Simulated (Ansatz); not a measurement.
A plane-wave DFT run in Ansatz 0.2.0 (scalar-relativistic PAW potentials unless the input names others): input and command.

```yaml
crystal:
  lattice:
    - [2.5061138139, 0.0, 0.0]
    - [-1.2530569069, 2.1703582276, 0.0]
    - [0.0, 0.0, 25.5926876535]
  atoms:
    - { symbol: B, position: [0.6666666667, 0.3333333333, 0.332126118] }
    - { symbol: "N", position: [0.3333333333, 0.6666666667, 0.3322402186] }
    - { symbol: B, position: [0.3333333333, 0.6666666667, 0.4620997192] }
    - { symbol: "N", position: [0.0, 0.0, 0.462144563] }
    - { symbol: B, position: [0.0, 0.0, 0.5919331793] }
    - { symbol: "N", position: [0.6666666667, 0.3333333333, 0.5920079011] }
    - { symbol: B, position: [1.0, 1.0, 0.8338333586], spin: 1.0 }
basis:
  ecutwfc: 420
kpoints:
  mp_grid: { grid: [12, 12, 1] }
hamiltonian:
  xc: pbe
  dispersion: d3bj
scf:
  occupations: { method: fermi_dirac, width: 0.025 }
output:
  forces: true
  eigenvalues: true
  stress: true
magnetization:
  spin_polarized: true
efield:
  axis: 3
  dipole_correction: true
  ramp_width: 0.04
```

```bash
ansatz run input.yaml --threads 1 --pin off --max-ram 2560MiB --backend cpu --events-out ev --progress --plain --runs-dir out
```

Abridged log:
```
Pseudopotentials: kind: paw
Pseudopotential: B, paw, valence charge 3, recommended cutoff 420 eV (normal)
Pseudopotential: N, paw, valence charge 5, recommended cutoff 420 eV (normal)
Functional definition: PBE
Crystal: 7 atoms, lattice volume = 139.203 Å³
Basis set: ecut = 420 eV, 2719 PW (Γ), exchange–correlation on 36×36×360 points (8 copies of the dense FFT grid, shifted against one another)
Bands: 21, of which v1, the nominal top of the filled ones, is band 14 counted from 1 (13 counted from 0)
Symmetry: 6 space group operations
k-points: 19 of 144 (time reversal used)
Starting moments: Σ|m| = 1 μB on 1 of 7 sites
Initial wavefunctions: pseudopotential atomic-orbital guess
Functional: x = pbe(κ = 0.804, μ = 0.21951497), c = pbe(β = 0.06672455)
SCF iter   1: F=—  HF=-1785.569799 eV  |F-HF|=—  |Δ(HF+E_count)|=         —  Δρ=5.25e-2 (↑5.25e-2 ↓5.24e-2) dr2=1.52e1  dr2_m=6.54e-2  M=0.436 μB ∫|m|=0.437 μB  β_m=0.30  ethr=3.10e-3  p= 0.000 e·Å  D=-2.67e-8 V/Å  ΔV_dip=0.00 eV  dr2_dipole=7.70e-5  V_vac-E_F(+/−)=5.57/5.57 eV  ⟨swp⟩=7.9  Hψ=4771  notcnv=0
efield: sawtooth ramp at fractional position 0.0630 (placed from the atoms, in the widest stretch of the axis that holds none; the zero of the levels goes with the place), width 0.0400; the density the first Hamiltonian is built on has a dipole p =  0.000 e·Å; the dipole correction subtracts the counter field D = -2.67e-8 V/Å, which shifts the + side's vacuum level by +0.00 eV against the − side's; the planar-averaged density in the ramp window peaks in size at 4.6e-6 e/Å³
spin=Collinear: LDOS preconditioning applied to the charge; magnetization (m = ρ↑ − ρ↓) channel mixes plain (no charge-response kernel on spin).
SCF iter   2: F=—  HF=-1781.121101 eV  |F-HF|=—  |Δ(HF+E_count)|=    4.45e0  Δρ=2.34e-2 (↑2.34e-2 ↓2.33e-2) dr2=2.29e0  dr2_m=6.51e-2  M=0.283 μB ∫|m|=0.286 μB  β_m=0.30  ethr=3.10e-3  p=-0.004 e·Å  D=-5.00e-3 V/Å  ΔV_dip=0.13 eV  dr2_dipole=2.97e-5  V_vac-E_F(+/−)=5.48/5.36 eV  ⟨swp⟩=3.8  Hψ=2123  notcnv=0  defer=63  κ⁻¹=1.0e0(r=1)
SCF iter   3: F=—  HF=-1780.489295 eV  |F-HF|=—  |Δ(HF+E_count)|=   6.32e-1  Δρ=1.34e-2 (↑1.34e-2 ↓1.34e-2) dr2=4.56e-1  dr2_m=3.28e-2  M=0.278 μB ∫|m|=0.279 μB  β_m=0.30  ethr=3.10e-3  p=-0.007 e·Å  D=-9.24e-3 V/Å  ΔV_dip=0.24 eV  dr2_dipole=2.19e-8  V_vac-E_F(+/−)=5.45/5.22 eV  ⟨swp⟩=2.9  Hψ=1826  notcnv=0  defer=65  κ⁻¹=2.4e-2(r=2)
SCF iter   4: F=—  HF=-1780.399445 eV  |F-HF|=—  |Δ(HF+E_count)|=   8.99e-2  Δρ=4.41e-3 (↑4.41e-3 ↓4.37e-3) dr2=1.92e-2  dr2_m=1.59e-2  M=0.278 μB ∫|m|=0.278 μB  β_m=0.30  ethr=1.69e-3  p=-0.008 e·Å  D=-1.02e-2 V/Å  ΔV_dip=0.26 eV  dr2_dipole=4.48e-8  V_vac-E_F(+/−)=5.32/5.06 eV  ⟨swp⟩=3.2  Hψ=1795  notcnv=0  defer=73  κ⁻¹=1.6e-4(r=3)
SCF iter   5: F=—  HF=-1780.417522 eV  |F-HF|=—  |Δ(HF+E_count)|=   1.81e-2  Δρ=2.56e-3 (↑2.56e-3 ↓2.54e-3) dr2=1.60e-3  dr2_m=7.85e-3  M=0.277 μB ∫|m|=0.277 μB  β_m=0.30  ethr=7.12e-5  p=-0.008 e·Å  D=-1.05e-2 V/Å  ΔV_dip=0.27 eV  dr2_dipole=3.87e-7  V_vac-E_F(+/−)=5.25/4.98 eV  ⟨swp⟩=2.4  Hψ=1363  notcnv=0  defer=74  κ⁻¹=6.5e-5(r=4)
SCF iter   6: F=—  HF=-1780.424865 eV  |F-HF|=—  |Δ(HF+E_count)|=   7.34e-3  Δρ=1.96e-3 (↑1.96e-3 ↓1.96e-3) dr2=3.82e-4  dr2_m=4.75e-3  M=0.264 μB ∫|m|=0.264 μB  β_m=0.86  ethr=5.93e-6  p=-0.008 e·Å  D=-1.02e-2 V/Å  ΔV_dip=0.26 eV  dr2_dipole=2.74e-9  V_vac-E_F(+/−)=5.26/4.99 eV  ⟨swp⟩=3.2  Hψ=1485  notcnv=0  defer=74
Mixer restart at iter 6: flushing history
spin-set hold released at iteration 6 (site moments contracting): the magnetisation degrees of freedom join the quasi-Newton model from the next iteration; the mixer history was flushed
SCF iter   7: F=—  HF=-1780.438976 eV  |F-HF|=—  |Δ(HF+E_count)|=   1.41e-2  Δρ=2.14e-3 (↑2.09e-3 ↓2.14e-3) dr2=4.61e-4  dr2_m=5.59e-3  M=0.137 μB ∫|m|=0.137 μB  β_m=0.65  ethr=1.42e-6  p=-0.008 e·Å  D=-1.02e-2 V/Å  ΔV_dip=0.26 eV  dr2_dipole=1.69e-10  V_vac-E_F(+/−)=5.25/4.99 eV  ⟨swp⟩=2.6  Hψ=1212  notcnv=0  defer=74
density mixer auto → msr1: a metal under ldos (density of states about μ 0.34 of a free-electron gas's, 16 screened modes)
SCF iter   8: F=—  HF=-1780.429560 eV  |F-HF|=—  |Δ(HF+E_count)|=   9.42e-3  Δρ=2.01e-3 (↑1.96e-3 ↓2.01e-3) dr2=2.54e-4  dr2_m=4.98e-3  M=0.225 μB ∫|m|=0.225 μB  β_m=0.82  ethr=1.42e-6  p=-0.008 e·Å  D=-1.01e-2 V/Å  ΔV_dip=0.26 eV  dr2_dipole=2.13e-8  V_vac-E_F(+/−)=5.26/5.01 eV  ⟨swp⟩=2.1  Hψ=1295  notcnv=0  defer=74
   ...
SCF iter  17: F=-1780.456684 eV  HF=-1780.456683 eV  |F-HF|=1.04e-6  |Δ(HF+E_count)|=   1.40e-4  Δρ=2.95e-5 (↑2.95e-5 ↓1.97e-5) dr2=7.67e-7  dr2_m=6.92e-7  M=0.020 μB ∫|m|=0.022 μB  β_m=0.77  ethr=5.37e-8  p=-0.008 e·Å  D=-1.03e-2 V/Å  ΔV_dip=0.26 eV  dr2_dipole=1.17e-9  V_vac-E_F(+/−)=5.40/5.13 eV  ⟨swp⟩=2.5  Hψ=1175  notcnv=0  defer=74
SCF iter  18: F=-1780.456684 eV  HF=-1780.456683 eV  |F-HF|=6.59e-7  |Δ(HF+E_count)|=   6.85e-8  Δρ=1.47e-5 (↑1.47e-5 ↓1.34e-5) dr2=1.14e-7  dr2_m=2.36e-7  M=0.021 μB ∫|m|=0.022 μB  β_m=0.67  ethr=2.84e-9  p=-0.008 e·Å  D=-1.02e-2 V/Å  ΔV_dip=0.26 eV  dr2_dipole=2.40e-8  V_vac-E_F(+/−)=5.39/5.13 eV  ⟨swp⟩=2.0  Hψ=1199  notcnv=0  defer=74
SCF iter  19: F=-1780.456684 eV  HF=-1780.456683 eV  |F-HF|=7.53e-7  |Δ(HF+E_count)|=   2.98e-8  Δρ=1.48e-5 (↑1.48e-5 ↓1.41e-5) dr2=2.06e-8  dr2_m=2.62e-7  M=0.021 μB ∫|m|=0.022 μB  β_m=0.70  ethr=3.70e-10  p=-0.008 e·Å  D=-1.03e-2 V/Å  ΔV_dip=0.26 eV  dr2_dipole=1.75e-9  V_vac-E_F(+/−)=5.39/5.13 eV  ⟨swp⟩=14.3  Hψ=5085  notcnv=0
SCF iter  20: F=-1780.456684 eV  HF=-1780.456684 eV  |F-HF|=4.74e-7  |Δ(HF+E_count)|=   7.30e-7  Δρ=1.18e-5 (↑1.18e-5 ↓1.13e-5) dr2=6.87e-9  dr2_m=1.69e-7  M=0.021 μB ∫|m|=0.022 μB  β_m=0.80  ethr=7.63e-11  p=-0.008 e·Å  D=-1.03e-2 V/Å  ΔV_dip=0.26 eV  dr2_dipole=1.37e-9  V_vac-E_F(+/−)=5.39/5.13 eV  ⟨swp⟩=6.3  Hψ=3097  notcnv=0
SCF iter  21: F=-1780.456685 eV  HF=-1780.456685 eV  |F-HF|=1.02e-7  |Δ(HF+E_count)|=   1.08e-6  Δρ=5.57e-6 (↑5.51e-6 ↓5.57e-6) dr2=7.46e-9  dr2_m=3.76e-8  M=0.020 μB ∫|m|=0.021 μB  β_m=0.90  ethr=2.54e-11  p=-0.008 e·Å  D=-1.03e-2 V/Å  ΔV_dip=0.26 eV  dr2_dipole=4.85e-10  V_vac-E_F(+/−)=5.40/5.13 eV  ⟨swp⟩=6.7  Hψ=3239  notcnv=0
SCF iter  22: F=-1780.456685 eV  HF=-1780.456685 eV  |F-HF|=1.33e-8  |Δ(HF+E_count)|=   3.21e-7  Δρ=2.06e-6 (↑1.95e-6 ↓2.06e-6) dr2=2.33e-8  dr2_m=2.19e-9  M=0.019 μB ∫|m|=0.020 μB  β_m=0.70  ethr=2.54e-11  p=-0.008 e·Å  D=-1.03e-2 V/Å  ΔV_dip=0.26 eV  dr2_dipole=3.25e-10  V_vac-E_F(+/−)=5.40/5.13 eV  ⟨swp⟩=6.6  Hψ=3395  notcnv=0
SCF iter  23: F=-1780.456685 eV  HF=-1780.456685 eV  |F-HF|=4.70e-9  |Δ(HF+E_count)|=   1.85e-9  Δρ=1.14e-6 (↑9.58e-7 ↓1.14e-6) dr2=1.15e-9  dr2_m=1.20e-9  M=0.019 μB ∫|m|=0.020 μB  β_m=0.79  ethr=2.54e-11  p=-0.008 e·Å  D=-1.03e-2 V/Å  ΔV_dip=0.26 eV  dr2_dipole=1.50e-11  V_vac-E_F(+/−)=5.40/5.13 eV  ⟨swp⟩=4.7  Hψ=2554  notcnv=0
SCF iter  24: F=-1780.456685 eV  HF=-1780.456685 eV  |F-HF|=6.71e-11  |Δ(HF+E_count)|=   1.22e-8  Δρ=2.45e-7 (↑2.08e-7 ↓2.45e-7) dr2=2.76e-10  dr2_m=7.07e-12  M=0.019 μB ∫|m|=0.020 μB  ethr=4.25e-12  p=-0.008 e·Å  D=-1.03e-2 V/Å  ΔV_dip=0.26 eV  dr2_dipole=3.68e-12  V_vac-E_F(+/−)=5.40/5.13 eV  ⟨swp⟩=4.7  Hψ=2257  notcnv=0
SCF 1 converged in 24 iterations: F = -1780.456685 eV  dr2 = 2.76e-10
at 6 of the mixer's solves, the last at iteration 14, it left a direction of its history that read negative out of its fit and stepped the other way along it
SCF converged after 24 iterations
Magnetization: 0.0189 μB (13.5094 up, 13.4906 down)
Absolute magnetization: 0.0201 μB (∫|ρ↑−ρ↓|, with the PAW one-centre terms)
Spin contamination: 0.0000 ħ² per cell (⟨S²⟩ above its minimum at these occupations)
Per-site moments (μB) at R_I (Å): [(1.18842023e-8, 0.59684972), (-3.00947724e-8, 0.59684972), (1.29591727e-8, 0.59684870), (3.63509288e-9, 0.59684870), (7.03981262e-8, 0.59684903), (5.40110899e-7, 0.59684903), (0.00915428, 1.03377194)]
Free energy (F): -1780.456685 eV
Harris-Foulkes:  -1780.456685 eV  (|F-HF|=6.71e-11)
Internal energy: -1780.454986 eV  (E = F + TS)
E sigma→0 (E₀):  -1780.455836 eV
Entropy (-TS):   -0.001700 eV (-0.243 meV/atom)
Fermi energy:    -0.284372 eV
Dipole field:    D = -0.010298 V/Å  (p = -0.007922 e·Å, saw-weighted, corrected)
Work function:   Φ+ = 5.3968 eV   Φ− = 5.1333 eV
Levels:          The Fermi level and band energies are counted from a zero that moves with the ramp; work functions are not
  E_disp       = -0.861333  (pairwise vdW)
--- Forces (eV/Å), atoms counted from 1 ---
  atom   1  B      0.00000000     0.00000000     0.05594096
  atom   2  N      0.00000000     0.00000000    -0.05560234
  atom   3  B      0.00000000     0.00000000     0.00688106
  atom   4  N      0.00000000     0.00000000    -0.00667658
  atom   5  B      0.00000000     0.00000000     0.00954711
  atom   6  N      0.00000000     0.00000000    -0.00048095
  atom   7  B      0.00000000     0.00000000    -0.00960685
--- Stress (GPa, compression-positive) ---
       -4.370359       0.000000       0.000000
        0.000000      -4.370359       0.000000
        0.000000       0.000000      -0.086447
  P = ⅓ Tr σ = -2.9424 GPa (-29.424 kbar)
```

Apart from outputs and empty bands, the input differs from a reference run on usual settings in scf.occupations.method: "gaussian" → "fermi_dirac"; scf.occupations.width: 0.05 → 0.025. The reference, at the same geometry (not necessarily relaxed), gave pressure -2.94 GPa (averaged over a cell that holds vacuum), largest force 0.056 eV/Å, no gap on the mesh. This run converged in 24 SCF iterations (reference: 23) with an energy at zero smearing 0.01 meV/atom below the reference's, pressure -2.94 GPa (averaged over a cell that holds vacuum), largest force 0.056 eV/Å, no gap on the mesh.

Time: 61 s on 1 thread of Intel(R) Xeon(R) Processor @ 2.50GHz (Skylake/Cascade Lake), on a shared host, peak memory 0.41 GiB.